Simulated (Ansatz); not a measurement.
The system is Ba.

```
Ba
1.0
     4.31161    0.00000    0.00000
    -2.15581    3.73397    0.00000
     0.00000    0.00000    3.91341
Ba
1
Direct
  0.00000 0.00000 0.00000
```

This isn't the form of Ba at room conditions, which is bcc.

Base run:

| Item | Value |
| --- | --- |
| Program | Ansatz 0.2.0 |
| Functional | LDA |
| Potentials or basis | all-electron LAPW, scalar-relativistic |
| Cutoff | 95 eV |
| Density cutoff | 381 eV |
| Basis error allowed | 0.001 eV/atom |
| k mesh | 7 × 7 × 7 |
| Occupations | gaussian, width 0.02 eV |
| Spin | no spin polarisation |

Its results: band gap on the k mesh none (metal or under the smearing width); pressure -1.5 GPa.

Problem. The run is repeated on the same cell with these changes: functional from LDA to PBEsol. What comes out?

Solution. Band gap on the k mesh none (metal or under the smearing width); pressure -0.9 GPa.

PBEsol binds less tightly than LDA, so the same cell stands under more pressure.

Not every run made on this cell is shown here.
